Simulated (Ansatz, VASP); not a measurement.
## Two plane-wave programs on KCl

The input INCAR:

```
SYSTEM = KCl
PREC = Accurate
ENCUT = 520
EDIFF = 1E-6
ISMEAR = -1
SIGMA = 0.02
LREAL = .False.
LASPH = .True.
NELM = 60
ALGO = Normal
ISIF = 2
LWAVE = .False.
LCHARG = .False.
GGA = PE
NBANDS = 15
```

Contents of KPOINTS:

```
Automatic mesh
0
Gamma
  8 8 8
  0 0 0
```

File POSCAR:

```
KCl
1.0
    0.0000000000      3.2391937718      3.2391937718
    3.2391937718      0.0000000000      3.2391937718
    3.2391937718      3.2391937718      0.0000000000
K Cl
1 1
Direct
    0.0000000000      0.0000000000      0.0000000000
    0.5000000000      0.5000000000      0.5000000000
```

Input for Ansatz:

```yaml
crystal:
  lattice:
    - [0.0, 3.2391937718, 3.2391937718]
    - [3.2391937718, 0.0, 3.2391937718]
    - [3.2391937718, 3.2391937718, 0.0]
  atoms:
    - { symbol: K, position: [0.0, 0.0, 0.0] }
    - { symbol: Cl, position: [0.5, 0.5, 0.5] }
kpoints:
  mp_grid: { grid: [8, 8, 8] }
  band_path:
    path:
      - [0.0, 0.0, 0.0]
      - [0.5, 0.0, 0.5]
      - [0.625, 0.25, 0.625]
      - [0.375, 0.375, 0.75]
      - [0.5, 0.5, 0.5]
      - [0.5, 0.25, 0.75]
    npoints: 1
hamiltonian:
  xc: pbe
scf:
  occupations: { method: fermi_dirac, width: 0.02 }
  n_extra_bands: 4
output:
  forces: true
  stress: true
  eigenvalues: true
```

Change from the starting cell: hydrostatic strain +3.0%.

Alike in both runs: task single point; functional PBE; k mesh 8 × 8 × 8; occupations fermi-dirac, width 0.02 eV; no spin polarisation.

|  | VASP | Ansatz |
| --- | --- | --- |
| version | VASP 6.6.1 | Ansatz 0.2.0 |
| potentials or method | VASP PAW PBE potentials, release 64 (K_sv, Cl) | plane waves, PAW |
| plane-wave cutoff (eV) | 520 | 420 |
| valence electrons in the cell | 16 | 16 |

|  | VASP | Ansatz | Ansatz less VASP |
| --- | --- | --- | --- |
| gap on the k mesh at the Fermi level (eV) | 4.90 | 4.90 | +0.002 |
| pressure (GPa) | -0.7 | -0.7 | -0.01 |

A k mesh can miss the band edges.
